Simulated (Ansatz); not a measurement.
Calculation for Sn (dhcp type): DFT, PBE, PAW with Ansatz's default frozen-core files, scalar-relativistic (Ansatz 0.2.0). This run: shape and atoms relaxed at 0.76 of the base cell's volume.

The cell comes from a relaxation on PAW files under the same functional, begun from a prototype that needn't be the stable phase.

Command: `ansatz run input.yaml --threads 1 --pin off --max-ram 3072MiB --backend cpu --events-out ev --progress --plain --runs-dir out` It took 7.5 s on 1 thread of Arm Neoverse V2, on a shared host, peak memory 0.38 GiB.

```yaml
crystal:
  lattice:
    - [3.1128505693, 0.0, 0.0]
    - [-1.5564252847, 2.6958076712, 0.0]
    - [0.0, 0.0, 10.1123628275]
  atoms:
    - { symbol: Sn, position: [0.0, 0.0, 0.0] }
    - { symbol: Sn, position: [0.0, 0.0, 0.5] }
    - { symbol: Sn, position: [0.3333333333, 0.6666666667, 0.25] }
    - { symbol: Sn, position: [0.6666666667, 0.3333333333, 0.75] }
kpoints:
  mp_grid: { grid: [12, 12, 3] }
scf:
  occupations: { method: fermi_dirac, width: 0.1 }
hamiltonian:
  xc: pbe
  pseudopotentials: { kind: paw }
output:
  forces: true
  stress: true
relax:
  f_tol: 0.005
  max_steps: 30
  cell: { stress_tol: 0.15, fix: [volume] }
```

Output:

```
Engine: ansatz 0.2.0
Pseudopotentials: kind: paw
Pseudopotential: Sn, paw, valence charge 14, recommended cutoff 420 eV (normal), Sn.paw.azcp
Functional definition: PBE
  parameter kappa = 0.804
  parameter beta = 0.06672455060314922
  exchange = pbe_x(kappa = kappa, mu = beta*pi^2/3)
  correlation = pbe_c(beta = beta)
Crystal: 4 atoms, lattice volume = 84.859 Å³
Basis set: ecut = 420 eV, 1653 PW (Γ), exchange–correlation on 48×48×144 points (8 copies of the dense FFT grid, shifted against one another)
Bands: 34, of which v1, the nominal top of the filled ones, is band 28 counted from 1 (27 counted from 0)
Symmetry: 24 space group operations
Space group: P63/mmc (ITA 194), of the structure as read, at distance tolerance 4.4e-5 Å
k-points: 38 of 432
Non-local potential: Sn, projectors of the file, l = 0: 2, l = 1: 2, l = 2: 2, l = 3: 2
PAW form: soft (Blöchl's): semilocal exchange-correlation on the pseudo side does not see the compensation charge
PAW one-centre angular grid: Sn, 590 points (default); XC on 64 Gauss nodes
Initial density: superposition of atomic densities (neutral atoms: chi_scale 0, normalization atom), corrected by the library's trained network
Initial wavefunctions: pseudopotential atomic-orbital guess
Functional: x = pbe(κ = 0.804, μ = 0.2195149727645171), c = pbe(β = 0.06672455060314922)
SCF iter   1: F=—  HF=-24095.053648 eV  |F-HF|=—  |Δ(HF+E_count)|=         —  Δρ=1.87e-3  dr2=4.01e-3  ethr=1.77e-3  ⟨swp⟩=7.4  Hψ=5921  notcnv=0
preconditioner: auto → Kerker (q_TF=auto, 2.546 Å⁻¹)  [metal: Δε(μ)=0.032 eV  Ē_g=20.201 eV  σ=0.100 eV  W_gap=0.08  n_scr=26 (ndim 8)  ℏωp=30.2 eV  f_vac=0.000  D(μ)=1.94/eV (n_scr^D=6)]
SCF iter   2: F=—  HF=-24095.051714 eV  |F-HF|=—  |Δ(HF+E_count)|=   1.93e-3  Δρ=1.20e-3  dr2=1.74e-3  ethr=7.15e-6  ⟨swp⟩=2.1  Hψ=2446  notcnv=0
SCF iter   3: F=—  HF=-24095.051692 eV  |F-HF|=—  |Δ(HF+E_count)|=   2.18e-5  Δρ=3.83e-4  dr2=1.96e-4  ethr=3.10e-6  ⟨swp⟩=2.0  Hψ=1444  notcnv=0
SCF iter   4: F=—  HF=-24095.051621 eV  |F-HF|=—  |Δ(HF+E_count)|=   7.05e-5  Δρ=1.43e-4  dr2=1.09e-5  ethr=3.51e-7  ⟨swp⟩=2.9  Hψ=2326  notcnv=0
SCF iter   5: F=—  HF=-24095.051622 eV  |F-HF|=—  |Δ(HF+E_count)|=   7.64e-7  Δρ=1.35e-5  dr2=1.21e-7  ethr=1.95e-8  ⟨swp⟩=2.0  Hψ=2334  notcnv=0
SCF iter   6: F=-24095.051622 eV  HF=-24095.051622 eV  |F-HF|=7.68e-9  |Δ(HF+E_count)|=   6.88e-8  Δρ=4.56e-6  dr2=1.31e-8  ethr=1.79e-10  ⟨swp⟩=4.9  Hψ=4008  notcnv=0
SCF 1 converged in 6 iterations: F = -24095.051622 eV  dr2 = 1.31e-8
  greatest PAW one-centre occupation: 0.991 electrons in one spin orbital (limit 2), on the Sn atom at site 3 (counted from 0), in its partial waves of l = 2
relax step   1: F+E_penalty+E_count = -24095.05162215 eV  Δ(F+E_penalty+E_count) = +0.000e0 eV  max|allowed force component| = 1.342e-16 eV/Å  Δτ_max = 0.0000 Å  P = +24.569 GPa  Ω = 84.859 Å³  fix = [volume]  reactions: volume +24.569 GPa  (6 SCF iters, dr2 threshold 1.00e-7 eV, accepted)
Initial density: handed on by an earlier stage of this run
Initial wavefunctions: pseudopotential atomic-orbital guess (no wavefunctions were taken with the density)
iter 1 solved again at ethr=8.18e-8 eV; its pass at ethr=3.10e-3 eV (dr2=4.58e-5 eV) is discarded
SCF iter   1: F=—  HF=-24095.051622 eV  |F-HF|=—  |Δ(HF+E_count)|=         —  Δρ=4.63e-6  dr2=1.27e-8  ethr=8.18e-8  ⟨swp⟩=3.2  Hψ=9242  notcnv=0
eigensolver tolerance schedule: the retry pair's looser diagonalisation over-reported the residual by 3602.50 of it (diagonalisation noise at 0.11 of the residual, at the tolerance the schedule requests for it); recorded, not acted on — ethr = c·dr2/N_el stays at c = 1.0e-1
preconditioner: auto → Kerker (q_TF=auto, 2.546 Å⁻¹)  [metal: Δε(μ)=0.014 eV  Ē_g=20.193 eV  σ=0.100 eV  W_gap=0.03  n_scr=26 (ndim 8)  ℏωp=30.2 eV  f_vac=0.000  D(μ)=1.94/eV (n_scr^D=6)]
SCF iter   2: F=—  HF=-24095.051622 eV  |F-HF|=—  |Δ(HF+E_count)|=   5.11e-7  Δρ=2.55e-6  dr2=5.22e-9  ethr=2.27e-11  ⟨swp⟩=2.9  Hψ=2628  notcnv=0
SCF iter   3: F=—  HF=-24095.051622 eV  |F-HF|=—  |Δ(HF+E_count)|=  4.00e-11  Δρ=1.07e-6  dr2=1.06e-9  ethr=9.32e-12  ⟨swp⟩=1.3  Hψ=1392  notcnv=0
SCF iter   4: F=-24095.051622 eV  HF=-24095.051622 eV  |F-HF|=2.55e-11  |Δ(HF+E_count)|=  1.09e-11  Δρ=2.11e-7  dr2=4.23e-11  ethr=1.00e-12  ⟨swp⟩=4.8  Hψ=3944  notcnv=0
SCF 2 converged in 4 iterations: F = -24095.051622 eV  dr2 = 4.23e-11
relax step   2: F+E_penalty+E_count = -24095.05162215 eV  Δ(F+E_penalty+E_count) = -4.718e-9 eV  max|allowed force component| = 1.388e-16 eV/Å  Δτ_max = 0.0000 Å  P = +24.569 GPa  Ω = 84.859 Å³  fix = [volume]  reactions: volume +24.569 GPa  stress off target by 9.18e-2 GPa on what of the cell is left free  SCF on the basis re-selected at this cell (its energy is not comparable with the rows above)  (4 SCF iters)
basis re-selected at this cell: Δ(F+E_penalty+E_count) = -4.718e-9 eV, ΔP = -0.000 GPa vs the last step (what re-selecting the basis moved, of the pressure what is left beyond the Pulay correction that the steps carried, after the strain that the cell walked since its last selection, with what the two solves' SCF thresholds leave and, on support functions, any second-order correction that the steps lacked; it is no measure of the basis error at this ecutwfc). This SCF's stress stands 9.18e-2 GPa from its target on what of the cell is left free (relax.cell.stress_tol is 1.50e-1 GPa) and its largest allowed force component is 1.39e-16 eV/Å (relax.f_tol is 5.00e-3 eV/Å): within both
SCF converged after 4 iterations
Free energy (F): -24095.051622 eV
Harris-Foulkes:  -24095.051622 eV  (|F-HF|=2.55e-11)
Internal energy: -24094.988967 eV  (E = F + TS)
E sigma→0 (E₀):  -24095.020295 eV
Entropy (-TS):   -0.062655 eV (-15.664 meV/atom)
Fermi energy:    15.029563 eV
--- Per-component energies (eV) ---
  E_band       = -108.063268
  E_kinetic    = 761.177150
  E_local      = -2584.356628  (includes V_loc(G=0)·N_el)
  E_nonlocal   = -129.052403
  E_hartree    = 1827.343201
  E_xc         = -1539.323895
  E_vxc        = -395.952225  (∫ρ·V_xc dr)
  E_paw        = -16541.615999  (= ΣΔE_a)
  E_vpaw       = -1414.565205  (= ΣTr[D̂ρ^β])
  E_aug_tail   = -0.000002  (compensation charges beyond the density's cutoff)
  E_ewald      = -5889.160392
  E_smearing   = -0.062655  (= −TS)
  E_closure    = 0.000000  (closes the sum)
  Σ components = -24095.051622   (vs F -24095.051622, Δ=0.00e0)
--- Forces (eV/Å), atoms counted from 1 ---
  atom   1  Sn     0.00000000    -0.00000000     0.00000000
  atom   2  Sn     0.00000000     0.00000000    -0.00000000
  atom   3  Sn     0.00000000     0.00000000     0.00000000
  atom   4  Sn    -0.00000000    -0.00000000     0.00000000
  max |Σ_I F_I| component: 9.25e-18 eV/Å
--- Stress (GPa, compression-positive) ---
       24.614388       0.000000       0.000000
        0.000000      24.614388       0.000000
        0.000000       0.000000      24.476744
  P = ⅓ Tr σ = 24.5685 GPa (245.685 kbar)
--- Relaxed structure (1 steps of the walk, 1 accepted, 1 SCFs on fresh bases) ---
  F+E_penalty+E_count = -24095.05162215 eV   max|allowed force component| = 1.388e-16 eV/Å   (the final SCF, on the basis selected at the relaxed cell)
  cell:  # Å, volume = 84.8594 Å³
    - [3.112850569300778, 2.88675285656054e-11, 0.0]
    - [-1.556425284675389, 2.6958076711848924, 0.0]
    - [0.0, 0.0, 10.1123628275]
  atoms:
    - { symbol: Sn, position: [0.0, 0.0, 0.0] }
    - { symbol: Sn, position: [0.0, 0.0, 0.49999999999999994] }
    - { symbol: Sn, position: [0.3333333333333333, 0.6666666666666667, 0.24999999999999997] }
    - { symbol: Sn, position: [0.6666666666666667, 0.3333333333333333, 0.7499999999999999] }
```

Next run (volume at 0.76 of the series' base cell), as changes to the input before:

```diff
   stress: true
-relax:
-  f_tol: 0.005
-  max_steps: 30
-  cell: { stress_tol: 0.15, fix: [volume] }
+  eigenvalues: true
+  populations: true
```

Command: `ansatz run input.yaml --threads 1 --pin off --max-ram 3072MiB --backend cpu --events-out ev --progress --plain --runs-dir out` It took 5.1 s on 1 thread of Arm Neoverse V2, with other jobs on the host, peak memory 0.37 GiB.

Results part of the output:

```
SCF 1 converged in 6 iterations: F = -24095.051622 eV  dr2 = 1.30e-8
  greatest PAW one-centre occupation: 0.991 electrons in one spin orbital (limit 2), on the Sn atom at site 3 (counted from 0), in its partial waves of l = 2
SCF converged after 6 iterations
Free energy (F): -24095.051622 eV
Harris-Foulkes:  -24095.051622 eV  (|F-HF|=7.66e-9)
Internal energy: -24094.988967 eV  (E = F + TS)
E sigma→0 (E₀):  -24095.020295 eV
Entropy (-TS):   -0.062655 eV (-15.664 meV/atom)
Fermi energy:    15.029559 eV
--- Per-component energies (eV) ---
  E_band       = -108.064243
  E_kinetic    = 761.177712
  E_local      = -2584.356186  (includes V_loc(G=0)·N_el)
  E_nonlocal   = -129.052815
  E_hartree    = 1827.342496
  E_xc         = -1539.324028
  E_vxc        = -395.952387  (∫ρ·V_xc dr)
  E_paw        = -16541.615752  (= ΣΔE_a)
  E_vpaw       = -1414.565215  (= ΣTr[D̂ρ^β])
  E_aug_tail   = -0.000002  (compensation charges beyond the density's cutoff)
  E_ewald      = -5889.160392
  E_smearing   = -0.062655  (= −TS)
  E_closure    = 0.000000  (closes the sum)
  Σ components = -24095.051622   (vs F -24095.051622, Δ=0.00e0)
--- Forces (eV/Å), atoms counted from 1 ---
  atom   1  Sn    -0.00000000     0.00000000     0.00000000
  atom   2  Sn     0.00000000     0.00000000     0.00000000
  atom   3  Sn     0.00000000     0.00000000     0.00000000
  atom   4  Sn    -0.00000000    -0.00000000     0.00000000
  max |Σ_I F_I| component: 1.85e-17 eV/Å
--- Stress (GPa, compression-positive) ---
       24.614406       0.000000       0.000000
       -0.000000      24.614406       0.000000
        0.000000       0.000000      24.476756
  P = ⅓ Tr σ = 24.5685 GPa (245.685 kbar)
--- Band table (eV; the first three rows and the last of 38) ---
  k-point 0: bands = ["-6.7896", "-6.7761", "-6.7477", "-6.7477", "-6.7379", "-6.7379", "-6.7343", "-6.7338", "-6.7191", "-6.7191", "-6.6896", "-6.6896", "-6.6006", "-6.6006", "-6.5558", "-6.5558", "-6.4911", "-6.4911", "-6.4248", "-6.4248", "1.8674", "3.4679", "3.4852", "7.8965", "8.9813", "16.4920", "16.4928", "22.2923", "22.2923", "23.2751", "23.2751", "23.4806", "23.4806", "24.6717"]
  k-point 1: bands = ["-6.7864", "-6.7797", "-6.7417", "-6.7417", "-6.7339", "-6.7337", "-6.7295", "-6.7295", "-6.7252", "-6.7252", "-6.7032", "-6.7032", "-6.5904", "-6.5904", "-6.5697", "-6.5697", "-6.4693", "-6.4693", "-6.4378", "-6.4378", "2.0442", "2.5781", "4.7426", "6.3594", "10.8668", "13.5219", "19.7063", "22.4285", "22.4285", "22.8111", "22.8111", "23.0025", "23.9829", "23.9829"]
  k-point 2: bands = ["-6.7821", "-6.7793", "-6.7478", "-6.7449", "-6.7421", "-6.7296", "-6.7278", "-6.7249", "-6.7010", "-6.7005", "-6.6830", "-6.6706", "-6.6148", "-6.6073", "-6.5533", "-6.5526", "-6.4985", "-6.4925", "-6.4399", "-6.4229", "2.0227", "3.6253", "3.6425", "8.0314", "9.1568", "16.6245", "16.6258", "20.4441", "21.4156", "21.7800", "21.8789", "22.8308", "22.8848", "23.6325"]
  k-point 37: bands = ["-6.8240", "-6.8240", "-6.7748", "-6.7326", "-6.6932", "-6.6932", "-6.6327", "-6.6199", "-6.6199", "-6.6071", "-6.6003", "-6.6003", "-6.5522", "-6.5522", "-6.5251", "-6.5251", "-6.4470", "-6.4298", "-6.4298", "-6.4283", "9.0891", "9.3331", "9.3331", "9.5761", "10.9657", "10.9657", "12.0007", "12.8094", "12.8094", "13.5369", "14.2811", "14.2811", "17.7047", "18.3959"]
--- Löwdin populations: 4 sites ---
  site symbol       q [e]
     0     Sn     13.9578
     1     Sn     13.9578
     2     Sn     13.9306
     3     Sn     13.9306
  spilling = 0.003985 (of n_electrons = 56.000000)
```

Next run (shape and atoms relaxed at 0.6 of the base cell's volume), as changes to the input before:

```diff
   lattice:
-    - [3.1128505693, 0.0, 0.0]
-    - [-1.5564252847, 2.6958076712, 0.0]
-    - [0.0, 0.0, 10.1123628275]
+    - [2.8769843038, 0.0, 0.0]
+    - [-1.4384921519, 2.4915414934, 0.0]
+    - [0.0, 0.0, 9.3461309759]
   atoms:
   stress: true
-  eigenvalues: true
-  populations: true
+  write_density: true
+  write_potential: true
+  elf: true
+  volumetric_format: npy
+relax:
+  f_tol: 0.005
+  max_steps: 30
+  cell: { stress_tol: 0.35, fix: [volume] }
```

Command: `ansatz run input.yaml --threads 1 --pin off --max-ram 3072MiB --backend cpu --events-out ev --progress --plain --runs-dir out` It took 15 s on 1 thread of Arm Neoverse V2, on a shared host, peak memory 0.37 GiB.

Results part of the output:

```
basis re-selected at this cell: Δ(F+E_penalty+E_count) = -1.195e-5 eV, ΔP = +0.000 GPa vs the last step (what re-selecting the basis moved, of the pressure what is left beyond the Pulay correction that the steps carried, after the strain that the cell walked since its last selection, with what the two solves' SCF thresholds leave and, on support functions, any second-order correction that the steps lacked; it is no measure of the basis error at this ecutwfc). This SCF's stress stands 4.45e-2 GPa from its target on what of the cell is left free (relax.cell.stress_tol is 3.50e-1 GPa) and its largest allowed force component is 2.17e-16 eV/Å (relax.f_tol is 5.00e-3 eV/Å): within both
SCF converged after 3 iterations
Free energy (F): -24089.735183 eV
Harris-Foulkes:  -24089.735183 eV  (|F-HF|=7.28e-12)
Internal energy: -24089.689750 eV  (E = F + TS)
E sigma→0 (E₀):  -24089.712466 eV
Entropy (-TS):   -0.045433 eV (-11.358 meV/atom)
Fermi energy:    20.208208 eV
--- Per-component energies (eV) ---
  E_band       = 141.795655
  E_kinetic    = 785.892821
  E_local      = -1876.954454  (includes V_loc(G=0)·N_el)
  E_nonlocal   = -126.286490
  E_hartree    = 1593.135303
  E_xc         = -1549.087762
  E_vxc        = -409.233131  (∫ρ·V_xc dr)
  E_paw        = -16544.385572  (= ΣΔE_a)
  E_vpaw       = -1417.893940  (= ΣTr[D̂ρ^β])
  E_aug_tail   = -0.000001  (compensation charges beyond the density's cutoff)
  E_ewald      = -6372.003595
[... lines left out ...]
       81.135508       0.000000       0.000000
       -0.000000      81.135508       0.000000
        0.000000       0.000000      81.068773
  P = ⅓ Tr σ = 81.1133 GPa (811.133 kbar)
--- Band table (eV; the first three rows and the last of 38) ---
  k-point 0: bands = ["-2.4198", "-2.3416", "-2.3075", "-2.2666", "-2.2640", "-2.2640", "-2.2590", "-2.2590", "-2.1953", "-2.1953", "-2.1794", "-2.1794", "-1.9870", "-1.9870", "-1.8740", "-1.8740", "-1.7888", "-1.7888", "-1.6495", "-1.6495", "4.3772", "6.3228", "6.3325", "12.2457", "12.3680", "21.8147", "21.8158", "29.0074", "29.0074", "30.0589", "30.2355", "30.2355", "30.3559", "30.4439"]
  k-point 1: bands = ["-2.4059", "-2.3711", "-2.2872", "-2.2710", "-2.2459", "-2.2459", "-2.2452", "-2.2452", "-2.2145", "-2.2145", "-2.2029", "-2.2029", "-1.9624", "-1.9624", "-1.9122", "-1.9122", "-1.7388", "-1.7388", "-1.6751", "-1.6751", "4.5891", "5.2337", "7.8786", "9.8782", "15.1337", "18.3199", "25.5344", "29.1806", "29.1806", "29.2248", "29.6573", "29.6573", "30.1560", "30.3945"]
  k-point 2: bands = ["-2.3982", "-2.3473", "-2.3018", "-2.2670", "-2.2663", "-2.2651", "-2.2364", "-2.2242", "-2.1823", "-2.1649", "-2.1606", "-2.1424", "-2.0168", "-2.0019", "-1.8782", "-1.8697", "-1.8080", "-1.7912", "-1.6846", "-1.6456", "4.5649", "6.5169", "6.5264", "12.4766", "12.5141", "21.9762", "21.9764", "26.6236", "27.8214", "28.2557", "28.3219", "29.3955", "29.6075", "29.6414"]
  k-point 37: bands = ["-2.4520", "-2.4520", "-2.3513", "-2.2707", "-2.2080", "-2.2080", "-2.0754", "-2.0754", "-2.0653", "-2.0204", "-2.0204", "-2.0122", "-1.9151", "-1.9151", "-1.8537", "-1.8537", "-1.6984", "-1.6646", "-1.6583", "-1.6583", "13.5116", "13.8573", "13.8573", "14.1401", "14.8607", "14.8607", "16.6706", "17.2645", "17.2645", "18.5483", "19.2204", "19.2204", "23.3816", "23.8160"]
--- Relaxed structure (3 steps of the walk, 2 accepted, 1 SCFs on fresh bases) ---
  F+E_penalty+E_count = -24089.73518264 eV   max|allowed force component| = 2.174e-16 eV/Å   (the final SCF, on the basis selected at the relaxed cell)
  cell:  # Å, volume = 66.9942 Å³
    - [2.873640974063541, -5.82086508221899e-33, 2.910432541109495e-33]
    - [-1.4368204870317705, 2.488646084894886, -8.250891414043176e-34]
    - [9.454790451825825e-33, 2.363697612956456e-33, 9.367891088062052]
  atoms:
    - { symbol: Sn, position: [4.058246900879277e-34, 1.0387016911563481e-34, -1.6472184286297693e-83] }
    - { symbol: Sn, position: [4.02819661029553e-34, 1.006493886779406e-34, 0.49999999999999994] }
    - { symbol: Sn, position: [0.33333333333333326, 0.6666666666666666, 0.24999999999999997] }
    - { symbol: Sn, position: [0.6666666666666666, 0.33333333333333326, 0.7499999999999999] }
```

Next run (volume at 0.6 of the series' base cell), as changes to the input before:

```diff
   lattice:
-    - [2.8769843038, 0.0, 0.0]
-    - [-1.4384921519, 2.4915414934, 0.0]
-    - [0.0, 0.0, 9.3461309759]
+    - [2.8736409741, 0.0, 0.0]
+    - [-1.436820487, 2.4886460849, 0.0]
+    - [0.0, 0.0, 9.3678910881]
   atoms:
   stress: true
+  eigenvalues: true
+  populations: true
   write_density: true
   volumetric_format: npy
-relax:
-  f_tol: 0.005
-  max_steps: 30
-  cell: { stress_tol: 0.35, fix: [volume] }
```

Command: `ansatz run input.yaml --threads 1 --pin off --max-ram 3072MiB --backend cpu --events-out ev --progress --plain --runs-dir out` It took 5 s on 1 thread of Arm Neoverse V2 (shared host), peak memory 0.35 GiB.

Results part of the output:

```
SCF 1 converged in 6 iterations: F = -24089.735183 eV  dr2 = 1.38e-8
  greatest PAW one-centre occupation: 0.991 electrons in one spin orbital (limit 2), on the Sn atom at site 3 (counted from 0), in its partial waves of l = 2
SCF converged after 6 iterations
Free energy (F): -24089.735183 eV
Harris-Foulkes:  -24089.735183 eV  (|F-HF|=1.00e-9)
Internal energy: -24089.689750 eV  (E = F + TS)
E sigma→0 (E₀):  -24089.712466 eV
Entropy (-TS):   -0.045433 eV (-11.358 meV/atom)
Fermi energy:    20.208207 eV
--- Per-component energies (eV) ---
  E_band       = 141.794304
  E_kinetic    = 785.892354
  E_local      = -1876.955167  (includes V_loc(G=0)·N_el)
  E_nonlocal   = -126.286081
  E_hartree    = 1593.136406
  E_xc         = -1549.087565
  E_vxc        = -409.232884  (∫ρ·V_xc dr)
  E_paw        = -16544.386100  (= ΣΔE_a)
  E_vpaw       = -1417.895452  (= ΣTr[D̂ρ^β])
  E_aug_tail   = -0.000001  (compensation charges beyond the density's cutoff)
  E_ewald      = -6372.003595
  E_smearing   = -0.045433  (= −TS)
  E_closure    = 0.000000  (closes the sum)
  Σ components = -24089.735183   (vs F -24089.735183, Δ=0.00e0)
--- Forces (eV/Å), atoms counted from 1 ---
  atom   1  Sn    -0.00000000     0.00000000     0.00000000
  atom   2  Sn    -0.00000000     0.00000000     0.00000000
  atom   3  Sn    -0.00000000    -0.00000000     0.00000000
  atom   4  Sn     0.00000000     0.00000000     0.00000000
  max |Σ_I F_I| component: 1.85e-17 eV/Å
--- Stress (GPa, compression-positive) ---
       81.135448      -0.000000       0.000000
       -0.000000      81.135448       0.000000
        0.000000       0.000000      81.068749
  P = ⅓ Tr σ = 81.1132 GPa (811.132 kbar)
--- Band table (eV; the first three rows and the last of 38) ---
  k-point 0: bands = ["-2.4198", "-2.3416", "-2.3075", "-2.2666", "-2.2640", "-2.2640", "-2.2591", "-2.2591", "-2.1954", "-2.1954", "-2.1794", "-2.1794", "-1.9871", "-1.9871", "-1.8740", "-1.8740", "-1.7888", "-1.7888", "-1.6495", "-1.6495", "4.3772", "6.3228", "6.3325", "12.2457", "12.3680", "21.8147", "21.8158", "29.0074", "29.0074", "30.0589", "30.2355", "30.2355", "30.3559", "30.4439"]
  k-point 1: bands = ["-2.4059", "-2.3711", "-2.2872", "-2.2711", "-2.2459", "-2.2459", "-2.2452", "-2.2452", "-2.2145", "-2.2145", "-2.2029", "-2.2029", "-1.9624", "-1.9624", "-1.9122", "-1.9122", "-1.7389", "-1.7389", "-1.6751", "-1.6751", "4.5891", "5.2337", "7.8786", "9.8782", "15.1337", "18.3199", "25.5344", "29.1806", "29.1806", "29.2248", "29.6573", "29.6573", "30.1560", "30.3945"]
  k-point 2: bands = ["-2.3982", "-2.3473", "-2.3019", "-2.2670", "-2.2663", "-2.2652", "-2.2364", "-2.2242", "-2.1824", "-2.1650", "-2.1606", "-2.1425", "-2.0168", "-2.0020", "-1.8782", "-1.8697", "-1.8081", "-1.7913", "-1.6846", "-1.6457", "4.5649", "6.5169", "6.5264", "12.4766", "12.5141", "21.9762", "21.9764", "26.6236", "27.8214", "28.2557", "28.3219", "29.3955", "29.6075", "29.6414"]
  k-point 37: bands = ["-2.4520", "-2.4520", "-2.3513", "-2.2707", "-2.2081", "-2.2081", "-2.0754", "-2.0754", "-2.0653", "-2.0204", "-2.0204", "-2.0122", "-1.9151", "-1.9151", "-1.8537", "-1.8537", "-1.6985", "-1.6647", "-1.6583", "-1.6583", "13.5116", "13.8573", "13.8573", "14.1401", "14.8607", "14.8607", "16.6706", "17.2645", "17.2645", "18.5483", "19.2204", "19.2204", "23.3816", "23.8159"]
--- Löwdin populations: 4 sites ---
  site symbol       q [e]
     0     Sn     13.9476
     1     Sn     13.9476
     2     Sn     13.9033
     3     Sn     13.9033
  spilling = 0.005326 (of n_electrons = 56.000000)
```

Spin–orbit coupling is left out, which matters for the heavy atoms.
